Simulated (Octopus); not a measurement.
Runs of Octopus 16.4 on SrO. Symmetry: Fm-3m, No. 225, cubic system. The conventional cell has a = 5.133 Å, b = 5.133 Å, c = 5.133 Å, α = 90.00°, β = 90.00°, γ = 90.00°. Sr (site symmetry m-3m) has 6 O at 2.57 Å as nearest neighbours. O (site symmetry m-3m) is surrounded by 6 Sr at 2.57 Å. 

```csv
task,level,potentials or basis,grid spacing,gap on the mesh (eV),V0 of scaled cells (Å³/atom),B0 (GPa)
single point,PBEsol,"pseudodojo_pbesol (PseudoDojo 0.4, PBEsol)",0.130 Å,3.26,-,-
equation of state,PBEsol,"pseudodojo_pbesol (PseudoDojo 0.4, PBEsol)",-,-,16.81,93
equation of state,PBE,"pseudodojo_pbe (PseudoDojo 0.5, PBE)",-,-,(b),(a)
single point,PBE,"pseudodojo_pbe (PseudoDojo 0.5, PBE)",0.130 Å,3.37,-,-
```

Alike in all rows: no spin polarisation; cell as given; k mesh 9 × 9 × 9; smearing fermi-dirac 0.05 eV.

Task: Fill in the values left out.

Result: (a) 87; (b) 17.56.

Caveats: an odd mesh through Γ misses points on the zone boundary, where band edges often lie (some runs); the number of grid points is fixed, so the spacing changes with the cell, which shifts volumes and moduli (some runs).

A k mesh can miss the band edges, and the runs leave out spin-orbit coupling on Sr.

Not every run made on this cell is shown here.
